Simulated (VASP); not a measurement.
# CdTe in VASP: settings compared, part 2 of 2

VASP 6.6.1.

### 4 Single point, PBE (uniaxial z strain +0.6%)

The input, INCAR:

```
PREC = Accurate
ENCUT = 520
EDIFF = 1E-6
ISMEAR = -1
SIGMA = 0.02
LREAL = False
LASPH = True
NELM = 100
ALGO = Normal
ISIF = 2
LWAVE = False
LCHARG = False
GGA = PE
NBANDS = 16
```

The input, KPOINTS:

```
regular mesh
0
Gamma
  6 6 6
```

The input, POSCAR:

```
CdTe
1.0
    0.0000000000      3.2799012452      3.2985966823
    3.2799012452      0.0000000000      3.2985966823
    3.2799012452      3.2799012452      0.0000000000
Cd Te
1 1
Direct
    0.0000000000      0.0000000000      0.0000000000
    0.2500000000      0.2500000000      0.2500000000
```

Potentials or basis: VASP PAW PBE potentials, release 64 (Cd, Te).

Command:

```bash
$ cat potpaw_PBE.64/Cd/POTCAR potpaw_PBE.64/Te/POTCAR > POTCAR
$ mpirun -np 1 vasp_std > vasp.out
```

OUTCAR:

```text
PREC = Accurate
   ENCUT = 520
   EDIFF = 1E-6
   ISMEAR = -1
   LREAL = False
   LASPH = True
   NELM = 100
   ISIF = 2
   GGA = PE

 ion  position               nearest neighbor table
   1  0.000  0.000  0.000-   2 2.85   2 2.85   2 2.85   2 2.85
   2  0.250  0.250  0.250-   1 2.85   1 2.85   1 2.85   1 2.85

  LATTYP: Found a body centered tetragonal cell.
 ALAT       =     4.6384808242
 C/A-ratio  =     1.4222745797

  Lattice vectors:

[... 640 lines left out ...]

 [... further k-points ...]

------------------------ aborting loop because EDIFF is reached ----------------------------------------

  FORCE on cell =-STRESS in cart. coord.  units (eV):
  Direction    XX          YY          ZZ          XY          YZ          ZX
  --------------------------------------------------------------------------------------
  -------------------------------------------------------------------------------------
  Total        0.4160253      0.4160253      0.3758741      0.0000000     -0.0000000      0.0000000
  in kB        9.3918162      9.3918162      8.4853990      0.0000000     -0.0000000      0.0000000
  external PRESSURE =       9.0896771 kB  Pullay stress =       0.0000000 kB

 VOLUME and BASIS-vectors are now :
 -----------------------------------------------------------------------------
  energy-cutoff  :      520.00
  volume of cell :       70.97
      direct lattice vectors                 reciprocal lattice vectors
     0.000000000  3.279901245  3.298596682    -0.152443614  0.152443614  0.151579610
     3.279901245  0.000000000  3.298596682     0.152443614 -0.152443614  0.151579610
     3.279901245  3.279901245  0.000000000     0.152443614  0.152443614 -0.151579610

 POSITION                                       TOTAL-FORCE (eV/Angst)
 -----------------------------------------------------------------------------------
      0.00000      0.00000      0.00000        -0.000000     -0.000000      0.000000
      1.63995      1.63995      1.64930         0.000000      0.000000     -0.000000
 -----------------------------------------------------------------------------------
    total drift:                               -0.000000     -0.000000     -0.000001

  FREE ENERGIE OF THE ION-ELECTRON SYSTEM (eV)
  ---------------------------------------------------
  free  energy   TOTEN  =        -4.8022629885 eV

  energy  without entropy=       -4.8022629873  energy(sigma->0) =       -4.80226299
```

OSZICAR:

```text
N       E                     dE             d eps       ncg     rms          rms(c)
DAV:   1     0.988749854563E+02    0.98875E+02   -0.82185E+03   968   0.970E+02
DAV:   2    -0.156477291297E+01   -0.10044E+03   -0.95632E+02  1168   0.234E+02
DAV:   3    -0.500362961175E+01   -0.34389E+01   -0.34347E+01  1184   0.450E+01
DAV:   4    -0.503628957540E+01   -0.32660E-01   -0.32659E-01  1488   0.378E+00
DAV:   5    -0.503637023636E+01   -0.80661E-04   -0.80661E-04  1264   0.175E-01    0.514E+00
DAV:   6    -0.481622513567E+01    0.22015E+00   -0.37405E-01  1120   0.710E+00    0.427E+00
DAV:   7    -0.480084044396E+01    0.15385E-01   -0.10361E-01  1080   0.206E+00    0.167E+00
DAV:   8    -0.480182048471E+01   -0.98004E-03   -0.10241E-02  1120   0.113E+00    0.450E-01
DAV:   9    -0.480216529453E+01   -0.34481E-03   -0.97190E-04  1088   0.317E-01    0.100E-01
DAV:  10    -0.480222271641E+01   -0.57422E-04   -0.11029E-04  1288   0.101E-01    0.549E-02
DAV:  11    -0.480226385662E+01   -0.41140E-04   -0.81831E-05  1072   0.552E-02    0.376E-02
DAV:  12    -0.480226298848E+01    0.86815E-06   -0.31177E-06  1240   0.133E-02
   1 F= -.48022630E+01 E0= -.48022630E+01  d E =-.118518E-08
```

stdout:

```text
POSCAR found type information on POSCAR CdTe
 POSCAR found :  2 types and       2 ions
 scaLAPACK will be used
 LDA part: xc-table for (Slater+PW92), standard interpolation
 POSCAR, INCAR and KPOINTS ok, starting setup
 FFT: planning ... GRIDC
 FFT: planning ... GRID_SOFT
 FFT: planning ... GRID
 WAVECAR not read
 entering main loop
```

Wall time 34 s (1 thread of Intel Xeon 8259CL, shared host); peak memory 0.22 GiB.

What came out:

```
Free energy            : -4.8023 eV
Pressure               : 0.9 GPa
Band gap on the k mesh : 0.64 eV
```

Levels at points of the mesh, in eV from the valence-band top:
```csv
k point,band 7,band 8,band 9,band 10,band 11,band 12
"(0.00, 0.00, 0.00)",-0.02,0.00,0.00,0.64,4.62,4.62
"(0.50, 0.00, 0.00)",-4.20,-0.73,-0.71,1.77,5.18,5.21
"(0.50, 0.50, 0.00)",-4.13,-1.72,-1.72,2.69,2.70,8.59
"(0.50, 0.00, 0.50)",-4.11,-1.74,-1.74,2.65,2.68,8.63
```

Caveat: the cell differs from its parent crystal (uniaxial z strain +0.6%); spin-orbit coupling is left out, which moves the levels of the heavy elements.

### 5 The runs side by side

```tsv
level	cell	smearing	gap on the mesh (eV)	pressure (GPa)
PBE	a = 4.638 Å, angles 60.0°, 2 atoms	fermi-dirac 0.02 eV	0.66	1.1
r2SCAN	a = 4.638 Å, angles 60.0°, 2 atoms	gaussian 0.01 eV	1.15	0.1
PBE	a = 4.652, b = 4.652, c = 4.638 Å, angles 60.1, 60.1, 59.8°, 2 atoms	fermi-dirac 0.02 eV	0.64	0.9
```

Alike in all rows: task single point; potentials or basis VASP PAW PBE potentials, release 64 (Cd, Te); no spin polarisation; k mesh 6 × 6 × 6; cutoff (eV) 520.

Caveats: spin-orbit coupling is left out, which moves the levels of the heavy elements; the PAW data sets were made with another functional, which shifts forces and pressure a little (at least some runs).

Absolute energies hang on the potentials; compare differences alone.

### 6 How close it comes

Step 3. Measured gap of CdTe: 1.607 eV (0 K; a printed reference work, data compilation). This calculation gives 1.15 eV (-0.45 eV). Spin-orbit coupling on Cd, Te is left out. The value is that of r2SCAN, without temperature or zero-point motion.
